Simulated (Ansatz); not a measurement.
Ta (sc type), DFT, PBE, all-electron PAW with datasets made for the crystal, scalar-relativistic (Ansatz 0.2.0), on 1 thread of Intel(R) Xeon(R) Platinum 8488C (Sapphire Rapids) (shared host).

Command: `ansatz run input.yaml --threads 1 --pin off --max-ram 2048MiB --backend cpu --events-out ev --progress --plain --runs-dir out`

```yaml
crystal:
  lattice:
    - [2.4137908502, 0.0, 0.0]
    - [0.0, 2.4137908502, 0.0]
    - [0.0, 0.0, 2.4137908502]
  atoms:
    - { symbol: Ta, position: [0.0, 0.0, 0.0] }
kpoints:
  mp_grid: { grid: [14, 14, 14] }
scf:
  occupations: { method: fermi_dirac, width: 0.08 }
hamiltonian:
  xc: pbe
  pseudopotentials: { kind: all_electron, datasets: crystal }
output:
  forces: true
  stress: true
  eigenvalues: true
```

(1) How large is the problem that the program sets up?

(2) About how long does it take, and how much memory?

Results:

(1) 120 irreducible k-points, 179 plane waves at Γ, 11 bands.

(2) 10 s of wall time for 9 SCF iterations, with a peak of 0.57 GiB. Times on shared machines scatter by tens of per cent.
